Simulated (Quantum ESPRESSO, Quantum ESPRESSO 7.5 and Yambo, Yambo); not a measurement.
# NaCl (Fm-3m): G0W0 on several meshes in Yambo

How does the mesh move the gap of NaCl (Fm-3m)?

Main program and level: Quantum ESPRESSO 7.5 and Yambo 5.3.0; PBE and many-body steps on it, plane waves.

The database entry behind the starting cell differs from later determinations by our own check (an axis about 0.4 % short against later determinations), so it need not match the best structure at ambient conditions.

## (1) The starting structure

It takes space group Fm-3m (No. 225, cubic). Conventional cell: a = 5.620 Å, b = 5.620 Å, c = 5.620 Å, α = 90.00°, β = 90.00°, γ = 90.00°. Na has 6 Cl at 2.81 Å nearest. Cl has 6 Na at 2.81 Å nearest. Farther neighbours and most contacts between anions are not listed.

The cell and positions come from the Crystallography Open Database and are kept as given unless a step says otherwise.

## (2) Empty states on the mesh, 2×2×2 mesh, 140 bands

This step: Quantum ESPRESSO 7.5; DFT, PBE, plane waves, norm-conserving pseudopotentials.

The sums over transitions need many empty states on a uniform mesh; this step solves for them.

pw.in

```
&control
  calculation = 'nscf'
  prefix = 'x'
  outdir = 'o'
  pseudo_dir = 'pseudo'
/
&system
  ibrav = 0
  nat = 2
  ntyp = 2
  ecutwfc = 76.0
  nbnd = 140
  force_symmorphic = .true.
/
&electrons
  conv_thr = 1e-9
  electron_maxstep = 80
  diago_full_acc = .true.
  diago_thr_init = 5e-6
/
ATOMIC_SPECIES
  Na 22.99 Na.upf
  Cl 35.45 Cl.upf
CELL_PARAMETERS angstrom
  0.0000000000 2.8100000000 2.8100000000
  2.8100000000 0.0000000000 2.8100000000
  2.8100000000 2.8100000000 0.0000000000
ATOMIC_POSITIONS crystal
  Na 0.0000000000 0.0000000000 0.0000000000
  Cl 0.5000000000 0.5000000000 0.5000000000
K_POINTS automatic
  2 2 2 0 0 0
```

Command:

```bash
$ OMP_NUM_THREADS=1 mpirun -n 4 pw.x -nk 4 -in pw.in > pw.out
```

The log of the run:

```text
Program PWSCF v.7.5 starts

     This program is part of the open-source Quantum ESPRESSO suite
     for quantum simulation of materials; please cite
         "P. Giannozzi et al., J. Phys.:Condens. Matter 21 395502 (2009);
         "P. Giannozzi et al., J. Phys.:Condens. Matter 29 465901 (2017);
         "P. Giannozzi et al., J. Chem. Phys. 152 154105 (2020);
     in publications or presentations arising from this work. More details at

     Atomic positions and unit cell read from directory:
     o/x.save/

     Message from routine setup:
[...]
114.5528 114.6962 116.0080 116.0080

          k =-0.7071 0.0000 0.0000 (  3338 PWs)   bands (ev):

[...]
73.5413  74.3820  74.5548  74.5548  75.5931  75.9152  77.0276  77.6332
     [... 6 further rows ...]
   111.5918 112.2222 112.3327 113.2321 113.2321 113.7004 113.7004 115.4483
   116.7198 117.2561 119.9939 120.7111

     highest occupied, lowest unoccupied level (ev):     1.1413    6.2911

     XML data file, pseudopotentials, collected wavefunctions

=------------------------------------------------------------------------------=
   JOB DONE.
=------------------------------------------------------------------------------=
```

The job ended after 5.3 s (4 MPI ranks of Arm Neoverse V1, shared host; peak memory 0.32 GiB).

This step gave:

* gap: 5.150 eV
* k of the valence top: 0, 0, 0
* k of the conduction bottom: 0, 0, 0
* least direct gap: 5.150 eV
* k points computed: 3
* lowest point of the top converged band, above the valence top: 110.2814 eV

On this mesh the gap is 5.150 eV.

The density comes from a self-consistent run that is not shown.

## (3) Conversion and set-up

This step: Yambo 5.3.0; conversion and set-up on PBE, plane waves, norm-conserving pseudopotentials.

The states are converted to the many-body program's format and the q mesh is built.

Command:

```bash
$ (cd o/x.save; p2y > p2y.log; mv SAVE ../..); yambo > setup.log
```

The log of the run:

```text
 Yambo, version 5.3.0

 [02] CORE Variables Setup
 =========================

  [02.01] Unit cells
  ==================

  Cell kind             :  FCC
  Atoms in the cell     :  Na  Cl
  number of Na atoms    :  1
  number of Cl atoms    :  1

  List of atomic masses
  Mass of Na    :  22.99000
  Mass of Cl    :  35.45000

  List of atomic coordinates    : [cc]
  Na1       :  0.000000  0.000000  0.000000  order 1
  Cl1       :  5.310130  5.310130  5.310130  order 2

  Alat factors          :  5.310130  5.310130  5.310130 [a.u.]
  Direct lattice volume :  299.4646 [a.u.]
[...]
0.000000  0.000000  0.000000  0.000000  0.000000  0.000000  0.000000  0.000000

 [03] Transferred momenta grid and indexing
 ==========================================

 IBZ Q-points                                      :  3
 BZ  Q-points                                      :   8

 K/Q-points units:
 rlu = crystal or reduced units; cc = cartesian coordinates; iku = interal k-units

 Q [1]          [rlu]:  0.000000  0.000000  0.000000
 Q [2]          [rlu]: -0.61529E-17 -0.61529E-17 -0.50000
 Q [3]          [rlu]: -0.31603E-17 -0.50000     -0.50000

  [03.01] X indexes
  =================

   [03.01.01] Sigma indexes
   ========================

 [06] Game Over & Game summary
```

It took 2.2 s on 1 MPI rank; peak memory 0.24 GiB.

## (4) 2×2×2

Now the one-shot GW correction: screening in the RPA, then the self-energy of the levels asked for.

This step: G0W0 on PBE, plane waves, norm-conserving pseudopotentials.

gw13.in

```
HF_and_locXC
gw0
dyson
ppa
em1d
rim_cut
RandQpts= 1000000
RandGvec= 1 RL
EXXRLvcs= 76 Ry
VXCRLvcs= 304 Ry
Chimod= "HARTREE"
% BndsRnXp
 1 | 140 |
%
NGsBlkXp= 15.5 Ry
% LongDrXp
 1 | 1 | 1 |
%
% GbndRnge
 1 | 140 |
%
DysSolver= "n"
ExtendOut
PPAPntXp= 27.21138 eV
% QPkrange
 1 | 1 | 7 | 10 |
%
```

Command:

```bash
$ OMP_NUM_THREADS=1 mpirun -n 4 yambo -F gw13.in -J gw13 -C gw13 > gw13.log
```

The log of the run:

```text
 Yambo, version 5.3.0

 [02] CORE Variables Setup
 =========================

  [... cell, symmetries and grids as in the set-up ...]

  [02.05] Energies & Occupations
  ==============================

  [X] === General ===
  [X] Electronic Temperature                        :  0.000000  0.000000 [eV K]
  [X] Bosonic    Temperature                        :  0.000000  0.000000 [eV K]
  [X] Finite Temperature mode                       : no
  [X] El. density                                   :  0.36055E+24 [cm-3]
  [X] Fermi Level                                   :  1.141321 [eV]

  [X] === Gaps and Widths ===
  [X] Conduction Band Min                           :  5.149762 [eV]
  [X] Valence Band Max                              :  0.000000 [eV]
  [X] Filled Bands                                  :   8
  [X] Empty Bands                                   :    9  140
  [X] Direct Gap                                    :  5.149762 [eV]
  [X] Direct Gap localized at k                     :  1
  [X] Indirect Gap                                  :  5.149762 [eV]
  [X] Indirect Gap between kpts                     :  1  1
  [X] Last valence band width                       :  0.605297 [eV]
  [X] 1st conduction band width                     :  2.398853 [eV]

 [03] Transferred momenta grid and indexing
 ==========================================

 IBZ Q-points                                      :  3
 BZ  Q-points                                      :   8

 K/Q-points units:
 rlu = crystal or reduced units; cc = cartesian coordinates; iku = interal k-units

 Q [1]          [rlu]:  0.000000  0.000000  0.000000
 Q [2]          [rlu]: -0.61529E-17 -0.61529E-17 -0.50000
 Q [3]          [rlu]: -0.31603E-17 -0.50000     -0.50000

 [04] Coloumb potential Random Integration (RIM)
 ===============================================

  [04.01] RIM initialization
  ==========================

  * Diagonal components only detected *

  8 x (sBL volume)        :  0.828312 [a.u.]
  sBZ random points       :  1000000
  Points outside the sBZ  :   7996195
  RL volume               :  0.828312 [a.u.]
  Integrated volume       :  0.828706 [a.u.]

  [04.02] RIM integrals
  =====================

  Gamma point sphere radius             :  0.170352 [a.u.]
  Points outside the sphere             :   799659
  [Int_sBZ(q=0) 1/q^2]*(Vol_sBZ)^(-1/3) =:  7.764404
                                 should be <:  7.795600

  Summary of Coulomb integrals for non-metallic bands |Q|[au] RIM/Bare

  Q [1] 0.100000E-4 0.995998 * Q [2] 0.512360 1.064860
  Q [3] 0.591623 1.063764

 [05] Dipoles
 ============

  [05.01] Setup: observables and procedures
  =========================================

 [06] Dynamic Dielectric Matrix (PPA)
 ====================================

 [WR./gw13//ndb.pp]--------------------------------------------------------------
  Brillouin Zone Q/K grids (IBZ/BZ)                :   3   8   3   8
  RL vectors                                       :   3943 [WF]
  Coulomb cutoff potential                         : none
  Electronic Temperature                           :  0.000000 [K]
  Bosonic    Temperature                           :  0.000000 [K]
  PPA    diel. fun.  energies                      : Perdew, Burke & Ernzerhof(X)+Perdew, Burke & Ernzerhof(C)
  wavefunctions                                    : Perdew, Burke & Ernzerhof(X)+Perdew, Burke & Ernzerhof(C)
  Global Gauge                                     : length
  X matrix size                                    :   339
  X band range                                     :    1  140
  X e/h energy range                               : -1.000000 -1.000000 [eV]
  X Time ordering                                  : R
  X Hxc Kernel                                     : HARTREE
  X Drude frequency                                :  0.000000  0.000000
  X poles                                          :  100.0000 [o/o]
  RL vectors in the sum                            :   3943
  [r,Vnl] included                                 : yes
  Field direction                                  :  0.577350E-5  0.577350E-5  0.577350E-5
  BZ energy Double Grid                            : no
  BZ energy DbGd points                            : 0
  BZ Q point size factor                           : -1.000000
  X Optical Averaged directions                    : none

 [07] Local Exchange-Correlation + Non-Local Fock
 ================================================

 [VXC] Plane waves :  26813
 [EXS] Plane waves :   3479

 QP @ state[ 1 ] K range:  1  1
 QP @ state[ 1 ] b range:   7  10

 [xc] Functional : Perdew, Burke & Ernzerhof(X)+Perdew, Burke & Ernzerhof(C)
 [xc] LIBXC used to calculate xc functional
  PP Number of Atomic Species                      :  2
  NLCC RL compoments                               :  26813
  PP Number of Atomic Species                      :  2
  NLCC RL compoments                               :  26813

 [xc] E_xc :  -9.878656 [Ha]
      E_xc :  -19.75731 [Ry]

  Local XC kind (lXC) : Perdew, Burke & Ernzerhof(X)+Perdew, Burke & Ernzerhof(C)
  Non-Local XC kind (nlXC) : Hartree-Fock

  Corrections @ K [1] :  [eV]
 <7|nlXC|7> = -18.77807  0.20344E-16 <7|lXC|7> = -14.53063  0.18882E-15
 <8|nlXC|8> = -18.77807  0.18152E-17 <8|lXC|8> = -14.53063  0.94408E-16
 <9|nlXC|9> = -3.775492  0.47558E-17 <9|lXC|9> = -8.072418 -0.18882E-15
 <10|nlXC|10> = -3.471111 -0.51383E-17 <10|lXC|10> = -8.307851  0.000000

 [08] Dyson equation: Newton solver
 ==================================

  [08.01] G0W0 (W PPA)
  ====================

  [  GW  ] Bands range     :    1  140
  [GW/PPA] G damping       :  0.100000 [eV]

  QP @ state[ 1 ] K range:  1  1
  QP @ state[ 1 ] b range:   7  10

   Sc/G bands                                       :    1  140
   Sc/G damping                                     :  0.100000 ev
   Sc bands terminator                              : no
   Sx RL components                                 :   3479

   QP @ state[ 1 ] K range                          :  1  1
   QP @ state[ 1 ] b range                          :   7  10
   GF energies kind                                 : Perdew, Burke & Ernzerhof(X)+Perdew, Burke & Ernzerhof(C)
   GF WF`s kind                                     : Perdew, Burke & Ernzerhof(X)+Perdew, Burke & Ernzerhof(C)
   Xs energies kind                                 : Perdew, Burke & Ernzerhof(X)+Perdew, Burke & Ernzerhof(C)
   Xs WF`s kind                                     : Perdew, Burke & Ernzerhof(X)+Perdew, Burke & Ernzerhof(C)

 [11] Game Over & Game summary
```

Run time: 10 s. Hardware: 4 MPI ranks; peak memory 1.3 GiB; 37 s of CPU time.

This step gave:

* G0W0 gap on the points computed: 7.917 eV
* starting gap on the mesh: 5.150 eV
* k of the valence top: 0, 0, 0
* k of the conduction bottom: 0, 0, 0
* least direct G0W0 gap on the computed points: 7.917 eV
* Z at the valence top: 0.8135
* Z at the conduction bottom: 0.8598

The gap on the mesh goes from 5.15 eV to 7.92 eV, a correction of +2.77 eV.

## (5) Empty states on the mesh, 6×6×6 mesh, 140 bands

This step: Quantum ESPRESSO 7.5; DFT, PBE, plane waves, norm-conserving pseudopotentials.

Changes to pw.in since step 2:

```diff
@@ -31,2 +31,2 @@
 K_POINTS automatic
-  2 2 2 0 0 0
+  6 6 6 0 0 0
```

Command:

```bash
$ OMP_NUM_THREADS=1 mpirun -n 4 pw.x -nk 4 -in pw.in > pw.out
```

The log of the run:

```text
[banner, memory and clock lines left out]
Program PWSCF v.7.5 starts

     Atomic positions and unit cell read from directory:
     o/x.save/

     Message from routine setup:
     using ibrav=0 with symmetry is DISCOURAGED, use correct ibrav instead

     G-vector sticks info

     bravais-lattice index     =            0
     lattice parameter (alat)  =       7.5097  a.u.
     unit-cell volume          =     299.4646 (a.u.)^3
     number of atoms/cell      =            2
     number of atomic types    =            2
     number of electrons       =        16.00
[...]
[... 6 further rows ...]
[...]
114.2133 114.8380 114.8640 114.8640

          k = 0.2357 0.2357-0.2357 (  3356 PWs)   bands (ev):

[...]
72.2496  74.2144  74.2144  75.0447  75.6934  75.6934  76.2067  78.7991
     [... 6 further rows ...]
   109.9959 110.1017 111.0798 111.2426 111.2426 111.7676 111.7676 112.0283
   112.0283 112.4327 112.4327 113.4925

          k =-0.3536-0.3536 0.3536 (  3354 PWs)   bands (ev):

     [... further k-points ...]

     highest occupied, lowest unoccupied level (ev):     1.1413    6.2911

     XML data file, pseudopotentials, collected wavefunctions
```

Wall time 19 s (4 MPI ranks); peak memory 0.36 GiB; 74 s of CPU time.

Numbers from this step:

```
gap                                                           : 5.150 eV
k of the valence top                                          : 0, 0, 0
k of the conduction bottom                                    : 0, 0, 0
least direct gap                                              : 5.150 eV
k points computed                                             : 16
lowest point of the top converged band, above the valence top : 110.2814 eV
```

On this mesh the gap is 5.150 eV.

## (6) Conversion and set-up

This step: Yambo 5.3.0; conversion and set-up on PBE, plane waves, norm-conserving pseudopotentials.

Command:

```bash
$ (cd o/x.save; p2y > p2y.log; mv SAVE ../..); yambo > setup.log
```

The log of the run:

```text
 Yambo, version 5.3.0

 [02] CORE Variables Setup
 =========================

  [02.01] Unit cells
  ==================

  Cell kind             :  FCC
  Atoms in the cell     :  Na  Cl
  number of Na atoms    :  1
  number of Cl atoms    :  1

  List of atomic masses
  Mass of Na    :  22.99000
  Mass of Cl    :  35.45000

  List of atomic coordinates    : [cc]
  Na1       :  0.000000  0.000000  0.000000  order 1
  Cl1       :  5.310130  5.310130  5.310130  order 2

  Alat factors          :  5.310130  5.310130  5.310130 [a.u.]
  Direct lattice volume :  299.4646 [a.u.]
[...]
Q [ 1]         [rlu]:  0.000000  0.000000  0.000000
 Q [ 2]         [rlu]:  0.30949E-17  0.30949E-17  0.16667
 Q [ 3]         [rlu]:  0.61897E-17  0.61897E-17  0.33333
[...]
Q [ 8]         [rlu]: -0.61529E-17  0.16667     -0.33333
 Q [ 9]         [rlu]: -0.61897E-17  0.16667     -0.16667
 Q [10]         [rlu]:  0.25564E-16  0.33333      0.33333
     [... 4 further rows ...]
 Q [15]         [rlu]:  0.166667  0.333333 -0.333333
 Q [16]         [rlu]:  0.166667 -0.500000 -0.333333

  [03.01] X indexes
  =================

   [03.01.01] Sigma indexes
   ========================

 [06] Game Over & Game summary
```

The job ended after 2.6 s (1 MPI rank; peak memory 0.24 GiB).

## (7) 6×6×6

This step: G0W0 on PBE, plane waves, norm-conserving pseudopotentials.

gw14.in

```
HF_and_locXC
gw0
dyson
ppa
em1d
rim_cut
RandQpts= 1000000
RandGvec= 1 RL
EXXRLvcs= 76 Ry
VXCRLvcs= 304 Ry
Chimod= "HARTREE"
% BndsRnXp
 1 | 140 |
%
NGsBlkXp= 15.5 Ry
% LongDrXp
 1 | 1 | 1 |
%
% GbndRnge
 1 | 140 |
%
DysSolver= "n"
ExtendOut
PPAPntXp= 27.21138 eV
% QPkrange
 1 | 1 | 7 | 10 |
%
```

Command:

```bash
$ OMP_NUM_THREADS=1 mpirun -n 4 yambo -F gw14.in -J gw14 -C gw14 > gw14.log
```

The log of the run:

```text
 Yambo, version 5.3.0

 [02] CORE Variables Setup
 =========================

  [... cell, symmetries and grids as in the set-up ...]

  [02.05] Energies & Occupations
  ==============================

  [X] === General ===
  [X] Electronic Temperature                        :  0.000000  0.000000 [eV K]
  [X] Bosonic    Temperature                        :  0.000000  0.000000 [eV K]
  [X] Finite Temperature mode                       : no
  [X] El. density                                   :  0.36055E+24 [cm-3]
  [X] Fermi Level                                   :  1.141321 [eV]

  [X] === Gaps and Widths ===
  [X] Conduction Band Min                           :  5.149762 [eV]
  [X] Valence Band Max                              :  0.000000 [eV]
  [X] Filled Bands                                  :   8
  [X] Empty Bands                                   :    9  140
  [X] Direct Gap                                    :  5.149762 [eV]
  [X] Direct Gap localized at k                     :  1
  [X] Indirect Gap                                  :  5.149762 [eV]
  [X] Indirect Gap between kpts                     :  1  1
  [X] Last valence band width                       :  0.725275 [eV]
  [X] 1st conduction band width                     :  3.776292 [eV]

 [03] Transferred momenta grid and indexing
 ==========================================

 IBZ Q-points                                      :  16
 BZ  Q-points                                      :  216

 K/Q-points units:
 rlu = crystal or reduced units; cc = cartesian coordinates; iku = interal k-units

 Q [ 1]         [rlu]:  0.000000  0.000000  0.000000
 Q [ 2]         [rlu]:  0.30949E-17  0.30949E-17  0.16667
 Q [ 3]         [rlu]:  0.61897E-17  0.61897E-17  0.33333
[...]
================================================

 [VXC] Plane waves :  26813
 [EXS] Plane waves :   3479

 QP @ state[ 1 ] K range:  1  1
 QP @ state[ 1 ] b range:   7  10

 [xc] Functional : Perdew, Burke & Ernzerhof(X)+Perdew, Burke & Ernzerhof(C)
 [xc] LIBXC used to calculate xc functional
  PP Number of Atomic Species                      :  2
  NLCC RL compoments                               :  26813
  PP Number of Atomic Species                      :  2
  NLCC RL compoments                               :  26813

 [xc] E_xc :  -9.855091 [Ha]
      E_xc :  -19.71018 [Ry]

  Local XC kind (lXC) : Perdew, Burke & Ernzerhof(X)+Perdew, Burke & Ernzerhof(C)
  Non-Local XC kind (nlXC) : Hartree-Fock

  Corrections @ K [1] :  [eV]
 <7|nlXC|7> = -18.93294  0.31001E-18 <7|lXC|7> = -14.49290 -0.94411E-16
 <8|nlXC|8> = -18.93298 -0.38887E-17 <8|lXC|8> = -14.49290 -0.28322E-15
 <9|nlXC|9> = -4.242069 -0.29505E-18 <9|lXC|9> = -8.179060 -0.18879E-15
 <10|nlXC|10> = -3.623254 -0.28855E-17 <10|lXC|10> = -8.377307  0.94408E-16

 [08] Dyson equation: Newton solver
 ==================================

  [08.01] G0W0 (W PPA)
  ====================

  [  GW  ] Bands range     :    1  140
  [GW/PPA] G damping       :  0.100000 [eV]

  QP @ state[ 1 ] K range:  1  1
  QP @ state[ 1 ] b range:   7  10

   Sc/G bands                                       :    1  140
   Sc/G damping                                     :  0.100000 ev
   Sc bands terminator                              : no
   Sx RL components                                 :   3479

   QP @ state[ 1 ] K range                          :  1  1
   QP @ state[ 1 ] b range                          :   7  10
   GF energies kind                                 : Perdew, Burke & Ernzerhof(X)+Perdew, Burke & Ernzerhof(C)
   GF WF`s kind                                     : Perdew, Burke & Ernzerhof(X)+Perdew, Burke & Ernzerhof(C)
   Xs energies kind                                 : Perdew, Burke & Ernzerhof(X)+Perdew, Burke & Ernzerhof(C)
   Xs WF`s kind                                     : Perdew, Burke & Ernzerhof(X)+Perdew, Burke & Ernzerhof(C)

 [11] Game Over & Game summary
```

The job ended after 9.9 min (4 MPI ranks; peak memory 2.1 GiB; 40 min of CPU time).

This step gave:

| Quantity | Value |
| --- | --- |
| G0W0 gap on the points computed | 8.092 eV |
| starting gap on the mesh | 5.150 eV |
| k of the valence top | 0, 0, 0 |
| k of the conduction bottom | 0, 0, 0 |
| least direct G0W0 gap on the computed points | 8.092 eV |
| Z at the valence top | 0.8131 |
| Z at the conduction bottom | 0.8675 |

Against G0W0 in Yambo (2×2×2 mesh, 140 bands, screening to 210.9 eV, Godby-Needs plasmon pole), the gap moves by +0.175 eV.

## (8) Side by side

Times are wall times on 4 MPI ranks of Arm Neoverse V1, shared host, good to a factor of about two.

| run | mesh | bands | screening cutoff (eV) | DFT gap (eV) | gap on the mesh (eV) | direct (eV) | time |
| --- | --- | --- | --- | --- | --- | --- | --- |
| 2×2×2 | 2×2×2 | 140 | 210.9 | 5.150 | 7.917 | 7.917 | 10 s |
| 6×6×6 | 6×6×6 | 140 | 210.9 | 5.150 | 8.092 | 8.092 | 9.9 min |

## (9) Results

- 2×2×2: 7.917 eV
- 6×6×6: 8.092 eV
- known limits: not at the basis limit; coarse k mesh

What this shows: 6×6×6: +0.175 eV against 2×2×2. Bands and cutoff are finite, so the gap is not at the basis limit. The miss can reach some tenths of an eV and take either sign; the mesh is an error of its own. In the G0W0 runs levels were corrected at 1 k point alone, so a gap called «on the mesh» is the least over those, and an edge elsewhere would be missed. The 2×2×2 mesh is coarse for this cell, which bears on the long-range parts of exchange and screening.

[Paths, hosts, dates, memory and timing lines, banners, echoed tables and standing remarks are left out of the program output.]

[Logs are printed without paths, hosts, clocks, repeated set-up lines and the standing remarks that a program may print on its own settings, such as how far it seeks lower states.]

[Runs of the session that timed out or met a known fault of the program may be left out.]

[Hosts, paths, dates, database ids (printed as entryN), source tags and the programs' standing remarks are cut or masked in the printed files.]
